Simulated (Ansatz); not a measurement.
## Relaxing Ge in the sc type

First guess:

```xyz
1
Lattice="2.5068 0.0000 0.0000 0.0000 2.5068 0.0000 0.0000 0.0000 2.5068" Properties=species:S:1:pos:R:3 pbc="T T T"
Ge    0.0000    0.0000    0.0000
```

Theory: DFT, PBE, PAW with Ansatz's default frozen-core files, scalar-relativistic in Ansatz 0.2.0.

Cell and atoms relax within the symmetry of the start on a 13×13×13 k mesh with 0.05 eV Fermi–Dirac smearing.

The start is built from a prototype, known or not as a phase of this compound; the cutoff is 420 eV.

Task: What is the pressure of the first guess?

Result: 27.8 GPa.

Task: What does it relax to?

Result: a = 2.712 Å, b = 2.712 Å, c = 2.712 Å, α = 90.00°, β = 90.00°, γ = 90.00° (conventional cell), 19.95 Å³ per atom:
```cif
data_structure
_symmetry_space_group_name_H-M 'Pm-3m'
_symmetry_Int_Tables_number 221
_cell_length_a 2.7121
_cell_length_b 2.7121
_cell_length_c 2.7121
_cell_angle_alpha 90.000
_cell_angle_beta 90.000
_cell_angle_gamma 90.000
_cell_volume 19.95
loop_
_atom_site_label
_atom_site_type_symbol
_atom_site_symmetry_multiplicity
_atom_site_Wyckoff_symbol
_atom_site_fract_x
_atom_site_fract_y
_atom_site_fract_z
_atom_site_occupancy
Ge1 Ge 1 a 0.00000 0.00000 0.00000 1
```

Task: How much energy does the relaxation release?

Result: 291 meV/atom.
